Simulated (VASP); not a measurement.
PbSe in VASP 6.6.1, single-point calculation

INCAR

```
NELM = 120
LREAL = .FALSE.
ISMEAR = -1
LASPH = .TRUE.
LCHARG = .FALSE.
IBRION = -1
LWAVE = .FALSE.
NBANDS = 17
GGA = PE
PREC = Accurate
ENCUT = 520
ISIF = 2
EDIFF = 1E-7
NSW = 0
SIGMA = 0.02
```

KPOINTS

```
KPOINTS created by Atomic Simulation Environment
0
Gamma
3 3 3
0 0 0
```

POSCAR

```
Pb Se
 1.0000000000000000
     0.0000000000000000    3.3988993896999999    3.4232041391000001
     3.3988993896999999    0.0000000000000000    3.4232041391000001
     3.3988993896999999    3.3988993896999999    0.0000000000000000
 Pb  Se
   1   1
Cartesian
  0.0000000000000000  0.0000000000000000  0.0000000000000000
  1.6994496948500000  1.6994496948500000  1.7116020695500000
```

The recommended PBE PAW datasets give the neutral cell 20 valence electrons.

Command

```
mpirun -np 1 vasp_std
```

OSZICAR

```
N       E                     dE             d eps       ncg     rms          rms(c)
DAV:   1     0.158645678383E+03    0.15865E+03   -0.90015E+03   204   0.109E+03
DAV:   2     0.441302855737E+01   -0.15423E+03   -0.14893E+03   221   0.287E+02
DAV:   3    -0.798433698139E+01   -0.12397E+02   -0.12342E+02   276   0.894E+01
DAV:   4    -0.829318799312E+01   -0.30885E+00   -0.30870E+00   264   0.174E+01
DAV:   5    -0.830696182429E+01   -0.13774E-01   -0.13773E-01   277   0.335E+00    0.302E+00
DAV:   6    -0.789221781969E+01    0.41474E+00   -0.11381E+00   310   0.633E+00    0.176E+00
DAV:   7    -0.788843230885E+01    0.37855E-02   -0.14988E-01   230   0.167E+00    0.888E-01
DAV:   8    -0.789295889716E+01   -0.45266E-02   -0.15540E-02   249   0.131E+00    0.125E-01
DAV:   9    -0.789330984963E+01   -0.35095E-03   -0.45311E-03   292   0.501E-01    0.107E-01
DAV:  10    -0.789366454506E+01   -0.35470E-03   -0.56383E-04   212   0.169E-01    0.315E-02
DAV:  11    -0.789376636792E+01   -0.10182E-03   -0.19594E-04   259   0.108E-01    0.211E-02
DAV:  12    -0.789378176803E+01   -0.15400E-04   -0.34653E-05   212   0.421E-02    0.747E-03
DAV:  13    -0.789378247315E+01   -0.70512E-06   -0.11889E-06   278   0.114E-02    0.335E-03
DAV:  14    -0.789378280292E+01   -0.32977E-06   -0.86044E-07   212   0.678E-03    0.365E-04
DAV:  15    -0.789378282624E+01   -0.23320E-07   -0.57674E-08   224   0.148E-03
   1 F= -.78937828E+01 E0= -.78937828E+01  d E =-.413234E-11
```

From OUTCAR

```
k-points           NKPTS =      6   k-points in BZ     NKDIM =      6   number of bands    NBANDS=     17

   NELECT =      20.0000    total number of electrons

   dimension x,y,z NGX =    36 NGY =   36 NGZ =   36
   dimension x,y,z NGXF=    72 NGYF=   72 NGZF=   72

  energy-cutoff  :      520.00
  volume of cell :       79.09
      direct lattice vectors                 reciprocal lattice vectors
     0.000000000  3.398899390  3.423204139    -0.147106443  0.147106443  0.146061987
     3.398899390  0.000000000  3.423204139     0.147106443 -0.147106443  0.146061987
     3.398899390  3.398899390  0.000000000     0.147106443  0.147106443 -0.146061987

 k-points in reciprocal lattice and weights: KPOINTS created by Atomic Simulation Env
   0.00000000  0.00000000  0.00000000       0.037
   0.33333333 -0.00000000  0.00000000       0.296
   0.33333333  0.33333333  0.00000000       0.074
  -0.33333333  0.33333333  0.00000000       0.148
   0.33333333  0.00000000  0.33333333       0.148
  -0.33333333  0.00000000  0.33333333       0.296

 E-fermi :   2.4717

 k-point     1 :       0.0000    0.0000    0.0000
  band No.  band energies     occupation
      1     -14.3518      2.00000
      2     -14.3501      2.00000
      3     -14.3501      2.00000
      4     -14.3174      2.00000
      5     -14.3160      2.00000
      6     -10.4519      2.00000
      7      -3.9105      2.00000
      8       0.7420      2.00000
      9       0.7684      2.00000
     10       0.7684      2.00000
     11       4.5544      0.00000
     12       4.5544      0.00000
     13       4.5744      0.00000
     14       7.1576      0.00000
     15      10.6293      0.00000
     16      10.7208      0.00000
     17      11.4223      0.00000

 k-point     2 :       0.3333   -0.0000    0.0000
  band No.  band energies     occupation
      1     -14.3722      2.00000
      2     -14.3445      2.00000
      3     -14.3436      2.00000
      4     -14.3161      2.00000
      5     -14.3145      2.00000
      6     -10.0184      2.00000
      7      -5.0817      2.00000
      8       0.3248      2.00000
      9       0.3511      2.00000
     10       0.5424      2.00000
     11       5.2019      0.00000
     12       5.2093      0.00000
     13       5.3267      0.00000
     14       8.9353      0.00000
     15      10.0467      0.00000
     16      10.0587      0.00000
     17      11.2878      0.00000

 k-point     3 :       0.3333    0.3333    0.0000
  band No.  band energies     occupation
      1     -14.3880      2.00000
      2     -14.3350      2.00000
      3     -14.3350      2.00000
      4     -14.3208      2.00000
      5     -14.3127      2.00000
      6      -9.8628      2.00000
      7      -5.3690      2.00000
      8      -0.2240      2.00000
      9      -0.2240      2.00000
     10       1.8127      2.00000
     11       3.2434      0.00000
     12       6.5472      0.00000
     13       6.5472      0.00000
     14       7.9170      0.00000
     15      10.8814      0.00000
     16      11.6248      0.00000
     17      13.5848      0.00000

 ...

  Total        0.3673706      0.3673706      0.3555497      0.0000000     -0.0000000      0.0000000
  in kB        7.4417579      7.4417579      7.2023054      0.0000000     -0.0000000      0.0000000
  external PRESSURE =       7.3619404 kB  Pullay stress =       0.0000000 kB

 POSITION                                       TOTAL-FORCE (eV/Angst)
 -----------------------------------------------------------------------------------
      0.00000      0.00000      0.00000         0.000000      0.000000      0.000000
      1.69945      1.69945      1.71160        -0.000000     -0.000000     -0.000000
 -----------------------------------------------------------------------------------
    total drift:                                0.000000      0.000000      0.000000

  FREE ENERGIE OF THE ION-ELECTRON SYSTEM (eV)
  ---------------------------------------------------
  free  energy   TOTEN  =        -7.8937828262 eV

  energy  without entropy=       -7.8937828262  energy(sigma->0) =       -7.89378283
```

It converged. Results: gap between bands v and c on the k mesh 1.26 eV; least direct gap on the k mesh 1.43 eV; pressure 0.7 GPa. Band v is the last that the valence electrons fill when counted band by band, and c is the next.

These settings aren't sound, so the numbers aren't properties of the crystal.

On sound settings PBE gives a gap of 0.70 eV on its mesh and a pressure of 1.2 GPa for the intended cell.

The run took about 6.6 s on one core of a shared host (Intel Xeon 6975P-C) and held 0.2 GiB at most.
